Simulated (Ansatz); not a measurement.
## HfN under changes of volume

One of the cells (14.793 Å³/atom); the others are scaled copies at fixed shape and fractional positions:

```
Hf N
1.0
     0.00000    2.45482    2.45482
     2.45482    0.00000    2.45482
     2.45482    2.45482    0.00000
Hf N
1 1
Direct
  0.00000 0.00000 0.00000
  0.25000 0.25000 0.25000
```

The cell comes from a database or a generator and needn't be the stable form of this composition.

* Program: Ansatz 0.2.0
* Functional: PBEsol
* Potentials or basis: Ansatz PAW
* Cutoff: 420 eV (not typed: the program's choice for these potentials)
* k mesh: 9 × 9 × 9
* Occupations: fermi-dirac, width 0.05 eV
* Spin: no spin polarisation

| volume (Å³/atom) | energy over the lowest point (meV/atom) | pressure (GPa) |
| --- | --- | --- |
| 13.906 | 11.08 | 7.7 |
| 14.201 | 1.39 | 3.0 |
| 14.497 | 0.00 | -1.2 |
| 14.793 | 5.90 | -5.0 |
| 15.089 | ? | ? |
| 15.385 | 37.04 | -11.6 |
| 15.681 | 61.11 | -14.4 |

What does the run at 15.089 Å³/atom give?

Energy over the lowest point 18.45 meV/atom; pressure -8.5 GPa.

Worked out: A Birch-Murnaghan fit of order 3 (a polynomial in V^(-2/3)) to the other rows has its minimum at 14.40 Å³/atom with B0 = V·E''(V) = 201 GPa and B' = 4.0. It gives 18.47 meV/atom at 15.089 Å³/atom, against the run's 18.45, and -dE/dV = -8.5 GPa, against -8.5.

Energies are extrapolated to zero smearing.

Caveats: the PAW data sets come from PBE, with cores solved anew for the run's functional, which leaves a small shift of forces and pressure.
